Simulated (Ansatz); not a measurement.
**Crystal structures of selenium under BLYP**

The calculation used DFT, BLYP, plane waves (420 eV) with PAW, scalar-relativistic in Ansatz 0.2.0. (PAW data from PBE, frozen cores regenerated.)

Each structure is relaxed within its own symmetry, so a high-lying one may be dynamically unstable. No dispersion correction is added.

(1) Rank these structures of selenium by energy per atom, lowest first.
A. simple cubic
B. diamond
C. trigonal (grey) selenium
D. fcc
E. A15
F. rhombohedral Se6
G. bcc

```
               structure  ΔE (meV/atom)  V (Å³/atom)                                     cell     magnetic state
trigonal (grey) selenium              0        45.40   a = 5.569 Å, c = 5.070 Å (c/a = 0.910)  spin not included
        rhombohedral Se6             21        47.01  a = 11.783 Å, c = 7.037 Å (c/a = 0.597)  spin not included
            simple cubic            303        24.61                              a = 2.909 Å  spin not included
                 diamond            488        34.22                              a = 6.493 Å  spin not included
                     bcc            798        22.69                              a = 3.567 Å  spin not included
                     fcc            948        22.94                              a = 4.510 Å  spin not included
                     A15            966        23.48                              a = 5.727 Å  spin not included
```

ΔE counts from trigonal (grey) selenium.

Differences under about 8 meV lie within the error of the k-point mesh.

This functional, with no dispersion term, lets the cell expand far past the measured one (trigonal (grey) selenium).

Answers

(1) C (0 meV/atom), F (21 meV/atom), A (303 meV/atom), B (488 meV/atom), G (798 meV/atom), D (948 meV/atom), E (966 meV/atom).
